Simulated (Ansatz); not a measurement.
# Trigonal (grey) selenium under r²SCAN: how the plane-wave cutoff moves the result, part 2 of 2

A convergence test of the plane-wave cutoff. The geometry was relaxed under r²SCAN beforehand and stays fixed; 9 values are run, from 150 to 800 eV. Wanted are the values from which on the energy stays within 10 and 1 meV/atom, and the pressure within 0.5 GPa, of the last run. Within the series other settings stay, but some runs also write fields, which adds to their time. Spin polarisation is left out.

Ansatz 0.2.0; DFT r²SCAN, plane waves with PAW, scalar-relativistic. Earlier steps stand in the parts before.

### Step 7. With a cutoff of 350 eV

The run at 350 eV.

The input, input.yaml:

```yaml
crystal:
  lattice:
    - [4.4930560488, 0.0, 0.0]
    - [-2.2465280244, 3.8911006789, 0.0]
    - [0.0, 0.0, 4.9923929492]
  atoms:
    - { symbol: Se, position: [0.2178291882, 0.0, 0.3333333333] }
    - { symbol: Se, position: [1.0, 0.2178291882, 0.6666666667] }
    - { symbol: Se, position: [0.7821708118, 0.7821708118, 0.0] }
hamiltonian:
  xc: r2scan
  pseudopotentials:
    kind: paw
    azcp:
      Se: "pseudopotentials/Se.paw.azcp"
basis:
  ecutwfc: 350
  fft_grid_basis: typed
kpoints:
  mp_grid: { grid: [8, 8, 7], shift: [0, 0, 0] }
magnetization:
  spin_polarized: false
scf:
  occupations: { method: fermi_dirac, width: 0.05 }
  lower_state_search: "off"
output:
  stress: true
```

Started as:

```
$ ansatz run input.yaml --threads 2 --pin off --max-ram 5120MiB --backend cpu --events-out ev --progress --plain --runs-dir out
```

The log of the run (excerpt; [...] marks lines left out):

```text
Warning: basis.ecutwfc = 350 eV is below the records' recommended 500 eV, and the density's cutoff is lower with it unless basis.ecutrho_ratio is high enough to keep the records' density cutoff: compare with a run at a higher cutoff
Warning: RAYON_NUM_THREADS=2 ignored (pool sized by the plan → 2); use --threads N
[...]
Pseudopotentials: kind: paw
Pseudopotential: Se, paw, valence charge 16, recommended cutoff 500 eV (meta_gga), <dir>
Functional definition: r2SCAN
[...]
Crystal: 3 atoms, lattice volume = 87.282 Å³
Basis set: ecut = 350 eV, 1299 PW (Γ), exchange–correlation on 120×120×128 points (64 copies of the dense FFT grid, shifted against one another)
Bands: 28, of which v1, the nominal top of the filled ones, is band 24 counted from 1 (23 counted from 0)
Symmetry: 6 space group operations
Space group: P3121 (ITA 152), of the structure as read, at distance tolerance 4.4e-5 Å
k-points: 55 of 448 (time reversal used)
[...]
SCF iter   1: F=-16434.370740 eV  HF=-16434.364551 eV  |F-HF|=6.19e-3  |Δ(HF+E_count)|=         —  Δρ=2.88e-3  dr2=4.84e-3  dr2_τ=9.20e-3  ethr=1.77e-3  ⟨swp⟩=5.9  Hψ=6658  notcnv=0
[...]
SCF iter   6: F=-16434.373410 eV  HF=-16434.373410 eV  |F-HF|=9.07e-9  |Δ(HF+E_count)|=   2.04e-7  Δρ=3.01e-6  dr2=7.57e-9  dr2_τ=2.37e-10  ethr=2.08e-10  ⟨swp⟩=4.0  Hψ=5711  notcnv=0
[...]
SCF converged after 6 iterations
Free energy (F): -16434.373410 eV
[...]
E sigma→0 (E₀):  -16434.373410 eV
Entropy (-TS):   -0.000000 eV (-0.000 meV/atom)
Fermi energy:    6.488424 eV
[...]
--- Stress (GPa, compression-positive) ---
        0.029966       0.000000      -0.000000
        0.000000       0.029966      -0.000000
       -0.000000      -0.000000       0.041741
  P = ⅓ Tr σ = 0.0339 GPa (0.339 kbar)
```

Wall time 3.9 s (2 threads of Intel Xeon 6975P-C (Granite Rapids), shared host); peak memory 0.49 GiB.

### Step 8. With a cutoff of 420 eV

The run at 420 eV.

input.yaml, as its differences from that of step 7:

```diff
@@ -16,3 +16,3 @@
 basis:
-  ecutwfc: 350
+  ecutwfc: 420
   fft_grid_basis: typed
```

Started as:

```
$ ansatz run input.yaml --threads 2 --pin off --max-ram 5120MiB --backend cpu --events-out ev --progress --plain --runs-dir out
```

The log of the run (excerpt; [...] marks lines left out):

```text
Warning: basis.ecutwfc = 420 eV is below the records' recommended 500 eV, and the density's cutoff is lower with it unless basis.ecutrho_ratio is high enough to keep the records' density cutoff: compare with a run at a higher cutoff
Warning: RAYON_NUM_THREADS=2 ignored (pool sized by the plan → 2); use --threads N
[...]
[... 3 set-up lines as earlier in the session ...]
[...]
Crystal: 3 atoms, lattice volume = 87.282 Å³
Basis set: ecut = 420 eV, 1703 PW (Γ), exchange–correlation on 128×128×144 points (64 copies of the dense FFT grid, shifted against one another)
Bands: 28, of which v1, the nominal top of the filled ones, is band 24 counted from 1 (23 counted from 0)
[... 2 set-up lines as earlier in the session ...]
k-points: 55 of 448 (time reversal used)
[...]
SCF iter   1: F=-16434.375302 eV  HF=-16434.370089 eV  |F-HF|=5.21e-3  |Δ(HF+E_count)|=         —  Δρ=2.83e-3  dr2=4.67e-3  dr2_τ=9.24e-3  ethr=1.77e-3  ⟨swp⟩=5.9  Hψ=6665  notcnv=0
[...]
SCF iter   6: F=-16434.378555 eV  HF=-16434.378555 eV  |F-HF|=9.07e-9  |Δ(HF+E_count)|=   2.20e-7  Δρ=3.03e-6  dr2=7.68e-9  dr2_τ=2.38e-10  ethr=2.08e-10  ⟨swp⟩=4.0  Hψ=5716  notcnv=0
[...]
SCF converged after 6 iterations
Free energy (F): -16434.378555 eV
[...]
E sigma→0 (E₀):  -16434.378555 eV
Entropy (-TS):   -0.000000 eV (-0.000 meV/atom)
Fermi energy:    6.488880 eV
[...]
--- Stress (GPa, compression-positive) ---
        0.031570       0.000000      -0.000000
        0.000000       0.031570      -0.000000
       -0.000000      -0.000000       0.038562
  P = ⅓ Tr σ = 0.0339 GPa (0.339 kbar)
```

Run time: 7.3 s. Hardware: 2 threads of Intel Xeon 6975P-C (Granite Rapids), shared host; peak memory 0.53 GiB.

### Step 9. With a cutoff of 500 eV

The run at 500 eV.

input.yaml, as its differences from that of step 8:

```diff
@@ -16,3 +16,3 @@
 basis:
-  ecutwfc: 420
+  ecutwfc: 500
   fft_grid_basis: typed
```

Started as:

```
$ ansatz run input.yaml --threads 2 --pin off --max-ram 5120MiB --backend cpu --events-out ev --progress --plain --runs-dir out
```

The log of the run (excerpt; [...] marks lines left out):

```text
Warning: RAYON_NUM_THREADS=2 ignored (pool sized by the plan → 2); use --threads N
[...]
[... 3 set-up lines as earlier in the session ...]
[...]
Crystal: 3 atoms, lattice volume = 87.282 Å³
Basis set: ecut = 500 eV, 2209 PW (Γ), exchange–correlation on 144×144×160 points (64 copies of the dense FFT grid, shifted against one another)
Bands: 28, of which v1, the nominal top of the filled ones, is band 24 counted from 1 (23 counted from 0)
[... 2 set-up lines as earlier in the session ...]
k-points: 55 of 448 (time reversal used)
[...]
SCF iter   1: F=-16434.376616 eV  HF=-16434.371141 eV  |F-HF|=5.47e-3  |Δ(HF+E_count)|=         —  Δρ=2.84e-3  dr2=4.65e-3  dr2_τ=9.26e-3  ethr=1.77e-3  ⟨swp⟩=5.9  Hψ=6647  notcnv=0
[...]
SCF iter   6: F=-16434.379922 eV  HF=-16434.379922 eV  |F-HF|=1.04e-8  |Δ(HF+E_count)|=   2.27e-7  Δρ=3.14e-6  dr2=8.50e-9  dr2_τ=2.52e-10  ethr=2.08e-10  ⟨swp⟩=4.0  Hψ=5111  notcnv=0
[...]
SCF converged after 6 iterations
Free energy (F): -16434.379922 eV
[...]
E sigma→0 (E₀):  -16434.379922 eV
Entropy (-TS):   -0.000000 eV (-0.000 meV/atom)
Fermi energy:    6.488798 eV
[...]
--- Stress (GPa, compression-positive) ---
        0.030166       0.000000      -0.000000
        0.000000       0.030166      -0.000000
       -0.000000      -0.000000       0.036960
  P = ⅓ Tr σ = 0.0324 GPa (0.324 kbar)
```

Wall time 6.7 s (2 threads of Intel Xeon 6975P-C (Granite Rapids), shared host); peak memory 0.6 GiB.

### Step 10. With a cutoff of 600 eV

The run at 600 eV.

input.yaml, as its differences from that of step 9:

```diff
@@ -16,3 +16,3 @@
 basis:
-  ecutwfc: 500
+  ecutwfc: 600
   fft_grid_basis: typed
```

Started as:

```
$ ansatz run input.yaml --threads 2 --pin off --max-ram 5120MiB --backend cpu --events-out ev --progress --plain --runs-dir out
```

The log of the run (excerpt; [...] marks lines left out):

```text
Warning: RAYON_NUM_THREADS=2 ignored (pool sized by the plan → 2); use --threads N
[...]
[... 3 set-up lines as earlier in the session ...]
[...]
Crystal: 3 atoms, lattice volume = 87.282 Å³
Basis set: ecut = 600 eV, 2893 PW (Γ), exchange–correlation on 144×144×160 points (64 copies of the dense FFT grid, shifted against one another)
Bands: 28, of which v1, the nominal top of the filled ones, is band 24 counted from 1 (23 counted from 0)
[... 2 set-up lines as earlier in the session ...]
k-points: 55 of 448 (time reversal used)
[...]
SCF iter   1: F=-16434.377209 eV  HF=-16434.371949 eV  |F-HF|=5.26e-3  |Δ(HF+E_count)|=         —  Δρ=2.85e-3  dr2=4.66e-3  dr2_τ=9.26e-3  ethr=1.77e-3  ⟨swp⟩=5.9  Hψ=6660  notcnv=0
[...]
SCF iter   6: F=-16434.380503 eV  HF=-16434.380503 eV  |F-HF|=9.90e-9  |Δ(HF+E_count)|=   2.40e-7  Δρ=3.23e-6  dr2=8.46e-9  dr2_τ=2.92e-10  ethr=2.08e-10  ⟨swp⟩=4.0  Hψ=4895  notcnv=0
[...]
SCF converged after 6 iterations
Free energy (F): -16434.380503 eV
[...]
E sigma→0 (E₀):  -16434.380503 eV
Entropy (-TS):   -0.000000 eV (-0.000 meV/atom)
Fermi energy:    6.488782 eV
[...]
--- Stress (GPa, compression-positive) ---
        0.029050       0.000000      -0.000000
        0.000000       0.029050      -0.000000
       -0.000000      -0.000000       0.035259
  P = ⅓ Tr σ = 0.0311 GPa (0.311 kbar)
```

Run time: 9.2 s. Hardware: 2 threads of Intel Xeon 6975P-C (Granite Rapids), shared host; peak memory 0.62 GiB.

### Step 11. With a cutoff of 800 eV

The run at 800 eV.

input.yaml, as its differences from that of step 10:

```diff
@@ -16,3 +16,3 @@
 basis:
-  ecutwfc: 600
+  ecutwfc: 800
   fft_grid_basis: typed
@@ -27 +27,5 @@
   stress: true
+  write_density: true
+  write_potential: true
+  elf: true
+  volumetric_format: npy
```

Started as:

```
$ ansatz run input.yaml --threads 2 --pin off --max-ram 5120MiB --backend cpu --events-out ev --progress --plain --runs-dir out
```

The log of the run (excerpt; [...] marks lines left out):

```text
Warning: RAYON_NUM_THREADS=2 ignored (pool sized by the plan → 2); use --threads N
[...]
[... 3 set-up lines as earlier in the session ...]
[...]
Crystal: 3 atoms, lattice volume = 87.282 Å³
Basis set: ecut = 800 eV, 4529 PW (Γ), exchange–correlation on 180×180×192 points (64 copies of the dense FFT grid, shifted against one another)
Bands: 29, of which v1, the nominal top of the filled ones, is band 24 counted from 1 (23 counted from 0)
[... 2 set-up lines as earlier in the session ...]
k-points: 55 of 448 (time reversal used)
[...]
SCF iter   1: F=-16434.377764 eV  HF=-16434.372561 eV  |F-HF|=5.20e-3  |Δ(HF+E_count)|=         —  Δρ=2.86e-3  dr2=4.70e-3  dr2_τ=9.26e-3  ethr=1.77e-3  ⟨swp⟩=6.0  Hψ=6974  notcnv=0
[...]
SCF iter   6: F=-16434.381147 eV  HF=-16434.381147 eV  |F-HF|=6.50e-9  |Δ(HF+E_count)|=   2.26e-7  Δρ=2.92e-6  dr2=6.55e-9  dr2_τ=2.03e-10  ethr=2.08e-10  ⟨swp⟩=10.5  Hψ=9635  notcnv=0
[...]
SCF converged after 6 iterations
Free energy (F): -16434.381147 eV
[...]
E sigma→0 (E₀):  -16434.381147 eV
Entropy (-TS):   -0.000000 eV (-0.000 meV/atom)
Fermi energy:    6.488805 eV
[...]
--- Stress (GPa, compression-positive) ---
        0.028252       0.000000      -0.000000
        0.000000       0.028252      -0.000000
       -0.000000      -0.000000       0.034517
  P = ⅓ Tr σ = 0.0303 GPa (0.303 kbar)
--- Band table (eV; the first three rows and the last of 55) ---
[...]
```

Wall time 18 s (2 threads of Intel Xeon 6975P-C (Granite Rapids), shared host); peak memory 0.88 GiB.

### Step 12. The series

Energies count from the run at 800 eV.

| cutoff (eV) | plane waves at Γ | E(σ → 0) (meV/atom) | P (GPa) | SCF cycles | CPU time |
| --- | --- | --- | --- | --- | --- |
| 150 | 363 | 15798.82 | -2.65 | 7 | 4.3 s |
| 200 | 563 | 3181.00 | -0.86 | 7 | 4.3 s |
| 250 | 787 | 464.59 | 0.35 | 6 | 5.9 s |
| 300 | 1011 | 36.92 | 0.05 | 6 | 7.4 s |
| 350 | 1299 | 2.58 | 0.03 | 6 | 7.3 s |
| 420 | 1703 | 0.86 | 0.03 | 6 | 14 s |
| 500 | 2209 | 0.41 | 0.03 | 6 | 13 s |
| 600 | 2893 | 0.21 | 0.03 | 6 | 18 s |
| 800 | 4529 | 0.00 | 0.03 | 6 | 35 s |

### Step 13. Results

This closing draws on all 2 parts.

| quantity | value |
| --- | --- |
| E(σ → 0) stays within 10 meV/atom of 800 eV | from 350 eV on |
| E(σ → 0) stays within 1 meV/atom | from 420 eV on |
| pressure stays within 0.5 GPa | from 250 eV on |
| pressure at 800 eV | 0.03 GPa |
| CPU time, dearest over cheapest | 8.2 |
| run at the usual settings (mesh 8×8×6 against the series' 8×8×7, 500 eV) | +0.4 meV/atom from 800 eV, 0.03 GPa |

What this shows: The far end, 150 eV, lies +15799 meV/atom and -2.7 GPa from the yardstick. Each step up in cutoff lowers the energy. Total energies within 1 meV/atom need 420 eV; differences between like structures often settle sooner. The cell taken over is 7 % larger than the measured one (27.26 Å³/atom, COD).
